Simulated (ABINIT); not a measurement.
Runs of ABINIT 10.8.3 (patched build) on Pd. It takes space group P6_3/mmc (No. 194, hexagonal). Conventional cell: a = 2.784 Å, b = 2.784 Å, c = 4.629 Å, α = 90.00°, β = 90.00°, γ = 120.00°. Pd (site symmetry -6m2) is surrounded by 12 Pd at 2.78 to 2.82 Å. This isn't the form of Pd at room conditions, which is fcc.

```csv
level,gap on the mesh (eV),pressure (GPa)
SCAN,none,-7.2
AM05,none,-11.2
WC,none,(b)
PW91,none,-1.8
RPBE,none,(a)
PBEsol,none,(c)
BLYP,none,8.4
revPBE,none,1.3
```

Alike in all rows: task single point; potentials or basis JTH PAW PBE v2.0; no spin polarisation; cell as given; k mesh 11 × 11 × 6; cutoff (eV) 707; smearing fermi-dirac 0.05 eV.

Task: Estimate the missing entries.

Result: (a) 2.6; (b) -9.5; (c) -10.7.

Caveats: the PAW data sets were made with another functional, which shifts forces and pressure a little.

A k mesh can miss the band edges, and the runs leave out spin-orbit coupling on Pd.

A gap of «none» marks a metal or a gap under the smearing width.

Runs at the PBE level aren't shown here.
